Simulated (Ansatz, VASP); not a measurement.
BN: VASP beside Ansatz

INCAR

```
SYSTEM = BN
  ALGO = Normal
  EDIFF = 1E-7
  ENCUT = 520
  GGA = PE
  ISIF = 2
  ISMEAR = -1
  LASPH = .True.
  LCHARG = .False.
  LREAL = .False.
  LWAVE = .False.
  NBANDS = 16
  NELM = 100
  PREC = Accurate
  SIGMA = 0.05
```

File KPOINTS:

```
k-points
0
Gamma
  12 12 4
  0 0 0
```

Contents of POSCAR:

```
BN
1.0
    2.4982400000      0.0000000000      0.0000000000
   -1.2491200000      2.1635393048      0.0000000000
    0.0000000000      0.0000000000      6.6357000000
N B
2 2
Direct
    0.6597840000      0.3207180000      0.2517580000
    0.3332800000      0.6657180000      0.7497540000
    0.6788360000      0.3462950000      0.7518390000
    0.3365260000      0.6643780000      0.2477510000
```

Contents of input.yaml:

```yaml
crystal:
  lattice:
    - [2.49824, 0.0, 0.0]
    - [-1.24912, 2.1635393048, 0.0]
    - [0.0, 0.0, 6.6357]
  atoms:
    - { symbol: "N", position: [0.659784, 0.320718, 0.251758] }
    - { symbol: "N", position: [0.33328, 0.665718, 0.749754] }
    - { symbol: B, position: [0.678836, 0.346295, 0.751839] }
    - { symbol: B, position: [0.336526, 0.664378, 0.247751] }
hamiltonian:
  xc: pbe
  pseudopotentials: { kind: paw }
kpoints:
  mp_grid: { grid: [12, 12, 4] }
scf:
  occupations: { method: fermi_dirac, width: 0.05 }
output:
  forces: true
  stress: true
  eigenvalues: true
  write_density: true
  write_potential: true
  elf: true
  volumetric_format: npy
```

Change from the starting cell: atoms moved at random, drawn with an rms of 0.05 Å.

Alike in both runs: task single point; functional PBE; k mesh 12 × 12 × 4; occupations fermi-dirac, width 0.05 eV; no spin polarisation.

|  | VASP | Ansatz |
| --- | --- | --- |
| version | VASP 6.6.1 | Ansatz 0.2.0 |
| potentials or method | VASP PAW PBE potentials, release 64 (N, B) | Ansatz PAW |
| plane-wave cutoff (eV) | 520 | 420 |
| valence electrons in the cell | 16 | 16 |

```tsv
	VASP	Ansatz	Ansatz less VASP
gap on the k mesh at the Fermi level (eV)	4.22	4.23	+0.007
least direct gap on the mesh (eV)	4.63	4.63	+0.005
pressure (GPa)	5.4	5.4	-0.07
largest component of the traceless stress (GPa)	2.66	2.45	-0.206
rms of the force components (eV/Å)	0.729	0.731	+0.0021
```

Atom by atom the forces differ by 0.002 eV/Å (rms over components). With one functional, cell and mesh, what is left measures potentials, basis and numerics.

Caveats: the pressure holds a Pulay correction of +0.6 GPa for the finite cutoff (Ansatz). A k mesh can miss the band edges.
